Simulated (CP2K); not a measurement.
# TiB2 under changes of volume

One of the cells (8.552 Å³/atom); the others are scaled copies at fixed shape and fractional positions:

```
CELL_PARAMETERS angstrom
3.02920 0.00000 0.00000
-1.51460 2.62336 0.00000
0.00000 0.00000 3.22840
ATOMIC_POSITIONS crystal
Ti 0.00000 0.00000 0.00000
B 0.66667 0.33333 0.50000
B 0.33333 0.66667 0.50000
```

```yaml
Program: CP2K 2026.2
Functional: PBE
Potentials_or_basis: POTENTIAL_UZH Ti GTH-PBE-q12, B GTH-PBE-q3; TZVP-MOLOPT-PBE-GTH basis
Density_cutoff: 6123 eV
k_mesh: 10 × 10 × 8
Occupations: fermi-dirac, width 0.05 eV
Spin: no spin polarisation
```

```tsv
volume (Å³/atom)	energy over the lowest point (meV/atom)	pressure (GPa)
8.039	?	?
8.210	11.96	11.4
8.381	2.97	5.5
8.552	0.00	0.2
8.723	2.45	-4.7
8.894	9.83	-9.1
9.065	21.68	-13.1
```

Question: What does the run at 8.039 Å³/atom give?

Answer: Energy over the lowest point 27.53 meV/atom; pressure 17.9 GPa.

Worked out: A Birch-Murnaghan fit of order 3 (a polynomial in V^(-2/3)) to the other rows has its minimum at 8.56 Å³/atom with B0 = V·E''(V) = 254 GPa and B' = 3.9 at fixed shape and positions, which overstates the stiffness. It gives 27.57 meV/atom at 8.039 Å³/atom, against the run's 27.53, and -dE/dV = 18.0 GPa, against 17.9.

Energies are extrapolated to zero smearing.

Caveats: the basis of atomic orbitals isn't converged, which shifts pressures, moduli and gaps.
